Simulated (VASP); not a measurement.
# Ir (P6_3/mmc) in VASP: a series of runs, part 2 of 2

VASP 6.6.1. Earlier steps stand in the parts before.

**3. Relaxation of cell and atoms, PBE**

This run uses another cell than the first one, of 14.16 Å³/atom, 0.972 times its volume.

Contents of INCAR:

```
SYSTEM = Ir
  ALGO = Fast
  EDIFF = 1E-7
  EDIFFG = -0.01
  ENCUT = 600
  GGA = PE
  IBRION = 2
  ISIF = 3
  ISMEAR = 0
  LASPH = .TRUE.
  LCHARG = .FALSE.
  LREAL = .FALSE.
  LWAVE = .FALSE.
  NELM = 100
  NSW = 80
  PREC = Accurate
  SIGMA = 0.05
```

Contents of KPOINTS:

```
k-points
0
G
  18 18 10
  0 0 0
```

Contents of POSCAR:

```
Ir
1.0
    2.7151030582      0.0000000000      0.0000000000
   -1.3575515291      2.3513482223      0.0000000000
    0.0000000000      0.0000000000      4.4346683284
Ir
2
Direct
    0.3333333333      0.6666666667      0.7500000000
    0.6666666667      0.3333333333      0.2500000000
```

Potentials or basis: VASP PAW PBE potentials, release 64 (Ir).

The run is started by

```bash
> cat potpaw_PBE.64/Ir/POTCAR > POTCAR
> mpirun -np 1 vasp_std > vasp.out
```

OUTCAR:

```text
SYSTEM = Ir
   EDIFF = 1E-7
   EDIFFG = -0.01
   ENCUT = 600
   GGA = PE
   IBRION = 2
   ISIF = 3
   ISMEAR = 0
   LASPH = .TRUE.
   LREAL = .FALSE.
   NELM = 100
   NSW = 80
   PREC = Accurate

 ion  position               nearest neighbor table
   1  0.333  0.667  0.750-   2 2.72   2 2.72   2 2.72   2 2.72   2 2.72   2 2.72
   2  0.667  0.333  0.250-   1 2.72   1 2.72   1 2.72   1 2.72   1 2.72   1 2.72

  LATTYP: Found a hexagonal cell.
 ALAT       =     2.7151030582
 C/A-ratio  =     1.6333333333

  Lattice vectors:

 A1 = (   2.7151030582,   0.0000000000,   0.0000000000)
 A2 = (  -1.3575515291,   2.3513482223,   0.0000000000)
 A3 = (   0.0000000000,   0.0000000000,   4.4346683284)

Analysis of symmetry for initial positions (statically):
=====================================================================
 Subroutine PRICEL returns:
 Original cell was already a primitive cell.

 Routine SETGRP: Setting up the symmetry group for a
 hexagonal supercell.

 Subroutine GETGRP returns: Found 24 space group operations
 (whereof 12 operations were pure point group operations)
 out of a pool of 24 trial point group operations.

The static configuration has the point symmetry D_3d.
 The point group associated with its full space group is D_6h.

Analysis of symmetry for dynamics (positions and initial velocities):
=====================================================================
 Subroutine PRICEL returns:
 Original cell was already a primitive cell.

 Routine SETGRP: Setting up the symmetry group for a
 hexagonal supercell.

 Subroutine GETGRP returns: Found 24 space group operations
 (whereof 12 operations were pure point group operations)
 out of a pool of 24 trial point group operations.

The dynamic configuration has the point symmetry D_3d.
 The point group associated with its full space group is D_6h.

 Subroutine INISYM returns: Found 24 space group operations
 (whereof 12 operations are pure point group operations),
 and found     1 'primitive' translations

----------------------------------------------------------------------------------------

                                     Primitive cell

  volume of cell :      28.3116

  direct lattice vectors                    reciprocal lattice vectors
     2.715103058  0.000000000  0.000000000     0.368310145  0.212643961  0.000000000
    -1.357551529  2.351348222  0.000000000     0.000000000  0.425287922  0.000000000
     0.000000000  0.000000000  4.434668328     0.000000000  0.000000000  0.225496007

  length of vectors
     2.715103058  2.715103058  4.434668328     0.425287922  0.425287922  0.225496007

  position of ions in fractional coordinates (direct lattice)
     0.333333333  0.666666667  0.750000000
     0.666666667  0.333333333  0.250000000

  ion indices of the primitive-cell ions
   primitive index   ion index
                 1           1
                 2           2

----------------------------------------------------------------------------------------

 KPOINTS: k-points

Automatic generation of k-mesh.
 Grid dimensions read from file:
 generate k-points for:   18   18   10

 Generating k-lattice:

  Cartesian coordinates                     Fractional coordinates (reciprocal lattice)
     0.020461675  0.011813553  0.000000000     0.055555556  0.000000000  0.000000000
     0.000000000  0.023627107  0.000000000     0.000000000  0.055555556  0.000000000
     0.000000000  0.000000000  0.022549601     0.000000000  0.000000000  0.100000000

  Length of vectors
[... 49 lines left out ...]
   ISPIN  =      1    spin polarized calculation?
   LNONCOLLINEAR =      F non collinear calculations
   LSORBIT =      F    spin-orbit coupling
   LASPH  =      T    aspherical Exc in radial PAW
   ENCUT  =  600.0 eV  44.10 Ry    6.64 a.u.   5.42  5.42  8.86*2*pi/ulx,y,z
   NELM   =    100;   NELMIN=  2; NELMDL= -5     # of ELM steps
   EDIFF  = 0.1E-06   stopping-criterion for ELM
   LREAL  =      F    real-space projection
   EDIFFG = -.1E-01   stopping-criterion for IOM
   NSW    =     80    number of steps for IOM
   IBRION =      2    ionic relax: 0-MD 1-quasi-New 2-CG
   NFREE  =      1    steps in history (QN), initial steepest desc. (CG)
   ISIF   =      3    stress and relaxation
   ISYM   =      2    0-nonsym 1-usesym 2-fastsym
   POTIM  = 0.5000    time-step for ionic-motion
   TEBEG  =    0.0;   TEEND  =   0.0 temperature during run
   PSTRESS=    0.0 pullay stress
   NELECT =      18.0000    total number of electrons
   NUPDOWN=      -1.0000    fix difference up-down
   EMIN   =  10.00;   EMAX   =-10.00  energy-range for DOS
   EFERMI =   0.00;   METHOD = LEGACY
   ISMEAR =     0;   SIGMA  =   0.05  broadening in eV -4-tet -1-fermi 0-gaus
   EFERMI_NEDOS =   21; number of points for ismear=-14 and -15
   IALGO  =     68    algorithm
   IMIX   =      4    mixing-type and parameters
     AMIX     =   0.40;   BMIX     =  1.00
     AMIX_MAG =   1.60;   BMIX_MAG =  1.00
  volume/ion in A,a.u.               =      14.16        95.53
  Fermi-wavevector in a.u.,A,eV,Ry     =   1.407702  2.660172 26.961660  1.981626
  Thomas-Fermi vector in A             =   2.529935
   LORBIT       =      0    0 simple, 1 ext, 2 COOP (PROOUT), +10 PAW based schemes
   GGA     = PE    functional components
   LHFCALC =     F    Hartree Fock is set to
   AEXX    =    0.0000 exact exchange contribution
   IVDW    =     0    specifies the selected vdW correction
   LEPSILON=     F    determine dielectric tensor
   LRPA    =     F    only Hartree local field effects (RPA)
 conjugate gradient relaxation of ions
 non-spin polarized calculation
 RMM-DIIS sequential band-by-band and
 Gauss-broadening in eV      SIGMA  =   0.05
  energy-cutoff  :      600.00
  volume of cell :       28.31
 maximum number of plane-waves:       972
 NGX is ok and might be reduce to    24
   NGX = 11   NGY = 11   NGZ = 17

--------------------------------------- Ionic step        1  -------------------------------------------

 number of electron      18.0000001 magnetization

 Free energy of the ion-electron system (eV)
  ---------------------------------------------------
  ext. energy  EPLUGINS =         0.00000000
  ---------------------------------------------------
  free energy    TOTEN  =       -17.52505841 eV

  energy without entropy =      -17.52254451  energy(sigma->0) =      -17.52380146

------------------------ aborting loop because EDIFF is reached ----------------------------------------

  FORCE on cell =-STRESS in cart. coord.  units (eV):
  Direction    XX          YY          ZZ          XY          YZ          ZX
  --------------------------------------------------------------------------------------
  -------------------------------------------------------------------------------------
  Total        2.1454099      2.1454099      1.6272115      0.0000000     -0.0000000      0.0000000
  in kB      121.4105561    121.4105561     92.0852725      0.0000000     -0.0000000      0.0000000
  external PRESSURE =     111.6354616 kB  Pullay stress =       0.0000000 kB
[... 239 lines left out ...]
--------------------------------------- Ionic step        8  -------------------------------------------

 number of electron      17.9999998 magnetization

 E-fermi :   9.9821     XC(G=0): -13.7978

 val. band max:        9.9781105018   @ k =   0.3333   0.3333   0.1000
 cond. band min:       9.9950954652   @ k =   0.3333   0.0000   0.4000
 fundamental gap:      0.0169849634
 Fermi energy:         9.9821126953

 k-point     1 :       0.0000    0.0000    0.0000
  band No.  band energies     occupation
      1      -0.9184      2.00000
      2       2.1180      2.00000
      3       6.2157      2.00000
      4       6.3075      2.00000
      5       6.3075      2.00000
      6       6.9358      2.00000
      7       6.9358      2.00000
      8       7.6901      2.00000
      9       7.6901      2.00000
     10       9.2470      2.00000
     11      10.2325      0.00000
     12      10.2325      0.00000
     13      16.7808      0.00000
[... 403 lines left out ...]
--------------------------------------- Ionic step        9  -------------------------------------------

 number of electron      17.9999999 magnetization

 Free energy of the ion-electron system (eV)
  ---------------------------------------------------
  ext. energy  EPLUGINS =         0.00000000
  ---------------------------------------------------
  free energy    TOTEN  =       -17.55530730 eV

  energy without entropy =      -17.55278589  energy(sigma->0) =      -17.55404660

 E-fermi :  10.0073     XC(G=0): -13.8067

 val. band max:       10.0028611816   @ k =   0.3333   0.3333   0.1000
 cond. band min:      10.0196848000   @ k =   0.3333   0.0000   0.4000
 fundamental gap:      0.0168236184
 Fermi energy:        10.0072590157

 k-point     1 :       0.0000    0.0000    0.0000
  band No.  band energies     occupation
      1      -0.9091      2.00000
      2       2.1273      2.00000
      3       6.2309      2.00000
      4       6.3240      2.00000
      5       6.3240      2.00000
      6       6.9536      2.00000
      7       6.9536      2.00000
      8       7.7111      2.00000
      9       7.7111      2.00000
     10       9.2668      2.00000
     11      10.2584      0.00000
     12      10.2584      0.00000
     13      16.8178      0.00000
[... 397 lines left out ...]
  FREE ENERGIE OF THE ION-ELECTRON SYSTEM (eV)
  ---------------------------------------------------
  free  energy   TOTEN  =       -17.5553073038 eV

  energy  without entropy=      -17.5527858874  energy(sigma->0) =      -17.55404660

 reached required accuracy - stopping structural energy minimisation
```

CONTCAR:

```text
Ir
   1.00000000000000
     2.7496680757610839   -0.0000000000000000   -0.0000000000000000
    -1.3748340378805419    2.3812824055903832    0.0000000000000000
    -0.0000000000000000   -0.0000000000000000    4.4549182104839149
  Ir
     2
Direct
     0.3333333332999970    0.6666666667000030    0.7500000000000000
     0.6666666667000030    0.3333333332999970    0.2500000000000000

  0.00000000E+00  0.00000000E+00  0.00000000E+00
  0.00000000E+00  0.00000000E+00  0.00000000E+00
```

Run time: 5.7 min. Hardware: 1 thread of Intel Xeon Platinum 8488C (Sapphire Rapids), shared host; peak memory 0.24 GiB.

What came out:

* Free energy: -17.5553 eV
* Relaxed volume: 14.58 Å³/atom
* Relaxed cell: a = 2.750 Å, b = 2.750 Å, c = 4.455 Å, α = 90.00°, β = 90.00°, γ = 120.00°
* Space group after relaxing (to 0.05 Å): P6_3/mmc (No. 194)
* Energy gained by relaxing: 15.1 meV/atom
* Ionic steps: 9
* Pressure after relaxing: 0.0 GPa
* Band gap on the k mesh: none (metal or under the smearing width)

Step by step:
```csv
step,energy change (eV),largest force (eV/Å),pressure (GPa),volume (Å³)
1,0.0000,0.0000,11.16,28.31
2,0.3067,0.0000,-28.47,32.55
3,-0.0295,0.0000,-0.62,29.22
4,-0.0296,0.0000,-0.14,29.18
5,-0.0296,0.0000,0.06,29.16
6,-0.0302,0.0000,0.23,29.15
7,-0.0302,0.0000,0.19,29.16
8,-0.0302,0.0000,-0.52,29.21
9,-0.0302,0.0000,0.02,29.17
```

Final structure:
```cif
data_structure
_symmetry_space_group_name_H-M 'P 1'
_symmetry_Int_Tables_number 1
_cell_length_a 2.7497
_cell_length_b 2.7497
_cell_length_c 4.4549
_cell_angle_alpha 90.000
_cell_angle_beta 90.000
_cell_angle_gamma 120.000
_cell_volume 29.17
loop_
_atom_site_label
_atom_site_type_symbol
_atom_site_fract_x
_atom_site_fract_y
_atom_site_fract_z
_atom_site_occupancy
Ir1 Ir 0.33333 0.66667 0.75000 1
Ir2 Ir 0.66667 0.33333 0.25000 1
```

Spin-orbit coupling is left out, which matters for the levels of Ir.

**4. Single point, PBE**

Contents of INCAR:

```
SYSTEM = Ir
PREC     = Accurate       ! precision mode
ENCUT    = 520            ! plane-wave cutoff, eV
EDIFF    = 1E-6           ! SCF threshold, eV
ISMEAR   = 0              ! smearing method
SIGMA    = 0.05           ! smearing width, eV
LREAL    = .False.        ! projectors in reciprocal space
LASPH    = .True.         ! aspherical terms in the spheres
NELM     = 100            ! most SCF steps
ALGO     = Normal         ! electronic algorithm
ISIF     = 2              ! what is computed and relaxed
LWAVE    = .False.        ! write WAVECAR
LCHARG   = .False.        ! write CHGCAR
GGA      = PE             ! functional
NBANDS   = 16             ! bands
```

Contents of KPOINTS:

```
Automatic mesh
0
Gamma
  18 18 10
  0 0 0
```

Contents of POSCAR:

```
Ir
1.0
    2.7480996037      0.0000000000      0.0000000000
   -1.3740498019      2.3799240690      0.0000000000
    0.0000000000      0.0000000000      4.4521723507
Ir
2
Direct
    0.3333333333      0.6666666667      0.7500000000
    0.6666666667      0.3333333333      0.2500000000
```

The run is started by

```bash
> cat potpaw_PBE.64/Ir/POTCAR > POTCAR
> mpirun -np 1 vasp_std > vasp.out
```

Wall time 51 s (1 thread of Intel Xeon Platinum 8488C (Sapphire Rapids), shared host); peak memory 0.2 GiB.

It converged, with:

```
Free energy            : -17.5548 eV
Pressure               : 0.5 GPa
Band gap on the k mesh : none (metal or under the smearing width)
```

Levels at points of the mesh, in eV from the Fermi level:
| k point | band 5 | band 6 | band 7 | band 8 | band 9 | band 10 | band 11 | band 12 | band 13 | band 14 |
| --- | --- | --- | --- | --- | --- | --- | --- | --- | --- | --- |
| (0.00, 0.00, 0.00) | -3.69 | -3.06 | -3.06 | -2.30 | -2.30 | -0.75 | 0.25 | 0.25 | 6.83 | 14.27 |
| (0.50, 0.00, 0.00) | -3.43 | -3.34 | -2.88 | 0.66 | 0.92 | 1.06 | 2.84 | 4.27 | 8.09 | 10.09 |
| (0.00, 0.00, 0.50) | -3.81 | -3.81 | -3.81 | -3.81 | -0.47 | -0.47 | -0.47 | -0.47 | 13.58 | 13.58 |
| (0.50, 0.00, 0.50) | -2.06 | -2.06 | -0.93 | -0.93 | 0.90 | 0.90 | 1.97 | 1.97 | 7.42 | 7.42 |
